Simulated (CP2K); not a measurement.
CdSe in CP2K: the effect of functional

The system is CdSe.

```
Cd Se
1.0
     4.34202    0.00000    0.00000
     2.17101    3.76030    0.00000
     2.17101    1.25343    3.54524
Cd Se
1 1
Direct
  0.00000 0.00000 0.00000
  0.25000 0.25000 0.25000
```

Measurements of this composition are mostly on another form, of space group No. 186.

Alike in all runs:

| Property | Result |
| --- | --- |
| Program | CP2K 2026.2 |
| Task | band structure |
| Potentials or basis | POTENTIAL_UZH Cd GTH-PBE-q12, Se GTH-PBE-q6; TZVP-MOLOPT-PBE-GTH basis |
| Density cutoff | 9184 eV |
| k mesh | 8 × 8 × 8 |
| Occupations | fermi-dirac, width 0.05 eV |
| Spin | no spin polarisation |

| functional | gap on the mesh (eV) | pressure (GPa) |
| --- | --- | --- |
| LDA | 0.26 | -1.6 |
| rev-vdW-DF2 | 0.42 | 1.2 |
| RPBE | 0.70 | 3.2 |
| PW91 | ? | ? |
| r2SCAN | 0.68 | -0.7 |

Q: What does the run with functional PW91 give?

A: gap on the mesh 0.52 eV; pressure 1.7 GPa.

Caveats: the potentials were made for another functional, which shifts forces and pressure; the basis of atomic orbitals isn't converged, which shifts pressures, moduli and gaps.

Runs at the PBE level aren't shown here.
